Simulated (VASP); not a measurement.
# NiO (R-3m) in VASP: notebook

One crystal, NiO, is run at these levels: PBE; tasks: single point.

All numbers are computed with VASP 6.6.1; they aren't measurements. Logs are shortened: lines on timing, memory, paths and dates and some standing lists are left out, and cuts for length are marked.

## (1) The structure

The structure is trigonal, space group R-3m (No. 166). Conventional cell: a = 2.876 Å, b = 2.876 Å, c = 6.992 Å, α = 90.00°, β = 90.00°, γ = 120.00°. Ni (site symmetry -3m) has 6 O at 2.03 Å as nearest neighbours. Around O (site symmetry -3m) lie 6 Ni at 2.03 Å.

The cell was built by a generator and needn't be a form met in nature.

## (2) Single point, PBE, collinear spin, ferromagnetic start

Input file INCAR:

```
PREC = Accurate ; ENCUT = 600
EDIFF = 1E-7 ; ISMEAR = 0
SIGMA = 0.02 ; LREAL = False
LASPH = True ; NELM = 120
ALGO = Fast ; ISIF = 2
LWAVE = False ; LCHARG = False
ISPIN = 2 ; MAGMOM = 2 0
LORBIT = 11 ; LMAXMIX = 4
GGA = PE ; NBANDS = 19
```

Input file KPOINTS:

```
regular mesh
0
Gamma
  9 9 9
```

Input file POSCAR:

```
NiO
1.0
    1.4381403700      0.8303107300      2.3308059600
   -1.4381403700      0.8303107300      2.3308059600
    0.0000000000     -1.6606214600      2.3308059600
Ni O
1 1
Direct
    1.0000000000      0.0000000000      0.0000000000
    0.5000000000      0.5000000000      0.5000000000
```

Potentials or basis: VASP PAW PBE potentials, release 64 (Ni, O).

On the command line:

```bash
cat potpaw_PBE.64/Ni/POTCAR potpaw_PBE.64/O/POTCAR > POTCAR
mpirun -np 1 vasp_std > vasp.out
```

OUTCAR:

```text
PREC = Accurate
   ENCUT = 600
   EDIFF = 1E-7
   ISMEAR = 0
   LREAL = False
   LASPH = True
   NELM = 120
   ISIF = 2
   ISPIN = 2
   LORBIT = 11
   GGA = PE

 ion  position               nearest neighbor table
   1  0.000  0.000  0.000-   2 2.03   2 2.03   2 2.03   2 2.03   2 2.03   2 2.03
   2  0.500  0.500  0.500-   1 2.03   1 2.03   1 2.03   1 2.03   1 2.03   1 2.03

  LATTYP: Found a trigonal (rhomboedric) cell.
 ALAT       =     2.8618735219
 COS(alpha) =     0.4949531374

  Lattice vectors:

 A1 = (   1.4381403700,   0.8303107300,   2.3308059600)
 A2 = (  -1.4381403700,   0.8303107300,   2.3308059600)
 A3 = (   0.0000000000,  -1.6606214600,   2.3308059600)

Analysis of symmetry for initial positions (statically):
=====================================================================
 Subroutine PRICEL returns:
 Original cell was already a primitive cell.

 Routine SETGRP: Setting up the symmetry group for a
 trigonal (rhombohedral) supercell.

 Subroutine GETGRP returns: Found 12 space group operations
 (whereof 12 operations were pure point group operations)
 out of a pool of 12 trial point group operations.

The static configuration has the point symmetry D_3d.

Analysis of symmetry for dynamics (positions and initial velocities):
=====================================================================
 Subroutine PRICEL returns:
 Original cell was already a primitive cell.

 Routine SETGRP: Setting up the symmetry group for a
 trigonal (rhombohedral) supercell.

 Subroutine GETGRP returns: Found 12 space group operations
 (whereof 12 operations were pure point group operations)
 out of a pool of 12 trial point group operations.

The dynamic configuration has the point symmetry D_3d.

Analysis of structural, dynamic, and magnetic symmetry:
=====================================================================
 Subroutine PRICEL returns:
 Original cell was already a primitive cell.

 Routine SETGRP: Setting up the symmetry group for a
 trigonal (rhombohedral) supercell.

 Subroutine GETGRP returns: Found 12 space group operations
 (whereof 12 operations were pure point group operations)
 out of a pool of 12 trial point group operations.

The overall configuration has the point symmetry D_3d.

 Subroutine INISYM returns: Found 12 space group operations
 (whereof 12 operations are pure point group operations),
 and found     1 'primitive' translations

----------------------------------------------------------------------------------------

                                     Primitive cell

[... 109 lines left out ...]
     AMIX     =   0.40;   BMIX     =  1.00
     AMIX_MAG =   1.60;   BMIX_MAG =  1.00
  volume/ion in A,a.u.               =       8.35        56.35
  Fermi-wavevector in a.u.,A,eV,Ry     =   1.613919  3.049865 35.439564  2.604734
  Thomas-Fermi vector in A             =   2.708911
   LORBIT       =     11    0 simple, 1 ext, 2 COOP (PROOUT), +10 PAW based schemes
   GGA     = PE    functional components
   LHFCALC =     F    Hartree Fock is set to
   AEXX    =    0.0000 exact exchange contribution
   IVDW    =     0    specifies the selected vdW correction
   LEPSILON=     F    determine dielectric tensor
   LRPA    =     F    only Hartree local field effects (RPA)
 spin polarized calculation
 RMM-DIIS sequential band-by-band and
 Gauss-broadening in eV      SIGMA  =   0.02
  energy-cutoff  :      600.00
  volume of cell :       16.70
 maximum number of plane-waves:       566
   NGX = 11   NGY = 11   NGZ = 11

 number of electron      16.0000002 magnetization       1.2598901

 Free energy of the ion-electron system (eV)
  ---------------------------------------------------
  ext. energy  EPLUGINS =         0.00000000
  ---------------------------------------------------
  free energy    TOTEN  =       -11.33995840 eV

  energy without entropy =      -11.33926204  energy(sigma->0) =      -11.33961022

 E-fermi :   9.3596     XC(G=0): -13.1987

 val. band max:        9.3552863933   @ k =  -0.2222   0.3333   0.1111
 cond. band min:       9.3628789793   @ k =   0.3333   0.0000   0.0000
 fundamental gap:      0.0075925860
 Fermi energy:         9.3596410562

 spin component 1

 k-point     1 :       0.0000    0.0000    0.0000
  band No.  band energies     occupation
      1     -12.0732      1.00000
      2       5.7559      1.00000
      3       5.7559      1.00000
      4       5.8106      1.00000
      5       6.3929      1.00000
      6       6.3929      1.00000
[... 517 lines left out ...]
     18      43.1802      0.00000
     19      44.6409      0.00000

 [... further k-points ...]

 spin component 2

 k-point     1 :       0.0000    0.0000    0.0000
  band No.  band energies     occupation
      1     -11.7843      1.00000
      2       6.0930      1.00000
      3       6.0930      1.00000
      4       6.1548      1.00000
      5       7.1720      1.00000
      6       7.1720      1.00000
[... 517 lines left out ...]
     18      43.2662      0.00000
     19      44.9859      0.00000

 [... further k-points ...]
[... 5 lines left out ...]
  --------------------------------------------------------------------------------------
  -------------------------------------------------------------------------------------
  Total        2.3093536      2.3093536      2.3760468      0.0000000     -0.0000000     -0.0000000
  in kB      221.5652880    221.5652881    227.9639995      0.0000000     -0.0000000     -0.0000000
  external PRESSURE =     223.6981919 kB  Pullay stress =       0.0000000 kB

 VOLUME and BASIS-vectors are now :
 -----------------------------------------------------------------------------
  energy-cutoff  :      600.00
  volume of cell :       16.70
      direct lattice vectors                 reciprocal lattice vectors
     1.438140370  0.830310730  2.330805960     0.347671208  0.200728066  0.143012048
    -1.438140370  0.830310730  2.330805960    -0.347671208  0.200728066  0.143012048
     0.000000000 -1.660621460  2.330805960     0.000000000 -0.401456131  0.143012048

 POSITION                                       TOTAL-FORCE (eV/Angst)
 -----------------------------------------------------------------------------------
      0.00000      0.00000      0.00000        -0.000000     -0.000000      0.000000
      0.00000      0.00000      3.49621         0.000000      0.000000     -0.000000
 -----------------------------------------------------------------------------------
    total drift:                               -0.000000      0.000000     -0.000000

  FREE ENERGIE OF THE ION-ELECTRON SYSTEM (eV)
  ---------------------------------------------------
  free  energy   TOTEN  =       -11.3399583972 eV

  energy  without entropy=      -11.3392620413  energy(sigma->0) =      -11.33961022

 total charge

# of ion       s       p       d       tot
------------------------------------------
    1        0.360   0.471   8.356   9.187
    2        1.559   3.450   0.000   5.008
--------------------------------------------------
tot          1.919   3.921   8.356  14.196

 magnetization (x)

# of ion       s       p       d       tot
------------------------------------------
    1        0.011   0.014   1.031   1.056
    2        0.025   0.150   0.000   0.175
--------------------------------------------------
tot          0.036   0.164   1.031   1.230
```

stdout:

```text
POSCAR found type information on POSCAR NiO
 POSCAR found :  2 types and       2 ions
 scaLAPACK will be used
 LDA part: xc-table for (Slater+PW92), standard interpolation
 POSCAR, INCAR and KPOINTS ok, starting setup
 FFT: planning ... GRIDC
 FFT: planning ... GRID_SOFT
 FFT: planning ... GRID
 WAVECAR not read
 entering main loop
WARNING in EDDRMM: call to ZHEGV failed, returncode =   8  4     18
WARNING in EDDRMM: call to ZHEGV failed, returncode =   6  3     16
WARNING in EDDRMM: call to ZHEGV failed, returncode =   8  4     15
WARNING in EDDRMM: call to ZHEGV failed, returncode =   6  3     18
WARNING in EDDRMM: call to ZHEGV failed, returncode =   8  4     17
WARNING in EDDRMM: call to ZHEGV failed, returncode =   6  3     18
WARNING in EDDRMM: call to ZHEGV failed, returncode =   8  4     16
WARNING in EDDRMM: call to ZHEGV failed, returncode =   6  3     19
WARNING in EDDRMM: call to ZHEGV failed, returncode =   6  3     16
WARNING in EDDRMM: call to ZHEGV failed, returncode =   8  4     17
WARNING in EDDRMM: call to ZHEGV failed, returncode =   8  4     15
WARNING in EDDRMM: call to ZHEGV failed, returncode =   6  3     16
WARNING in EDDRMM: call to ZHEGV failed, returncode =   6  3     15
WARNING in EDDRMM: call to ZHEGV failed, returncode =   8  4     16
```

Run time: 37 s. Hardware: 1 thread of Intel Xeon 6975P-C (Granite Rapids), shared host; peak memory 0.18 GiB.

What came out:

| Quantity | Value |
| --- | --- |
| Free energy | -11.3400 eV |
| Pressure | 22.4 GPa |
| Band gap on the k mesh | none (metal or under the smearing width) |
| Net moment | 1.26 μB per cell |
| Site moments | Ni +1.06; O +0.17 μB |
| Valence electrons inside the program's atomic spheres | Ni 9.19; O 5.01 |

Caveat: so large a pressure means that the cell lies far from this level's equilibrium, or that cutoff or potentials fall short; a cell with one magnetic atom can't hold antiferromagnetic order, which such compounds often take; semilocal functionals often make such compounds metallic where correlation or magnetic order opens a gap, which also shifts bond lengths. With open d or f shells a metallic result of PBE can be an artefact of self-interaction; +U or a hybrid may open a gap.

## (3) Single point, PBE, collinear spin, ferromagnetic start

Changes to INCAR since step 2:

```diff
@@ -1,2 +1,2 @@
-PREC = Accurate ; ENCUT = 600
+PREC = Accurate ; ENCUT = 700
 EDIFF = 1E-7 ; ISMEAR = 0
```

KPOINTS is that of step 2.

POSCAR is that of step 2.

Potentials or basis: VASP PAW PBE potentials, release 64 (Ni, O).

On the command line:

```bash
cat potpaw_PBE.64/Ni/POTCAR potpaw_PBE.64/O/POTCAR > POTCAR
mpirun -np 1 vasp_std > vasp.out
```

Run time: 91 s. Hardware: 1 thread of Intel Xeon 6975P-C (Granite Rapids), shared host; peak memory 0.22 GiB.

The run converged. Its results:

```yaml
Free_energy: -11.3428 eV
Pressure: 22.3 GPa
Band_gap_on_the_k_mesh: none (metal or under the smearing width)
Net_moment: 1.26 μB per cell
Site_moments: Ni +1.06; O +0.17 μB
Valence_electrons_inside_the_program's_atomic_spheres: Ni 9.19; O 5.01
```

Stress tensor (GPa, compression positive):
```
22.12  0.00  0.00
 0.00 22.12  0.00
 0.00  0.00 22.76
```

Levels at points of the mesh, in eV from the Fermi level:
Spin up:
| k point | band 5 | band 6 | band 7 | band 8 | band 9 | band 10 | band 11 | band 12 | band 13 | band 14 |
| --- | --- | --- | --- | --- | --- | --- | --- | --- | --- | --- |
| (0.00, 0.00, 0.00) | -2.97 | -2.97 | -2.78 | -2.78 | -2.74 | 1.92 | 17.97 | 19.44 | 19.44 | 19.66 |
Spin down:
| k point | band 4 | band 5 | band 6 | band 7 | band 8 | band 9 | band 10 | band 11 |
| --- | --- | --- | --- | --- | --- | --- | --- | --- |
| (0.00, 0.00, 0.00) | -3.21 | -2.19 | -2.19 | -2.15 | -1.13 | -1.13 | 2.17 | 17.93 |

Caveat: so large a pressure means that the cell lies far from this level's equilibrium, or that cutoff or potentials fall short; a cell with one magnetic atom can't hold antiferromagnetic order, which such compounds often take; semilocal functionals often make such compounds metallic where correlation or magnetic order opens a gap, which also shifts bond lengths. With open d or f shells a metallic result of PBE can be an artefact of self-interaction; +U or a hybrid may open a gap.
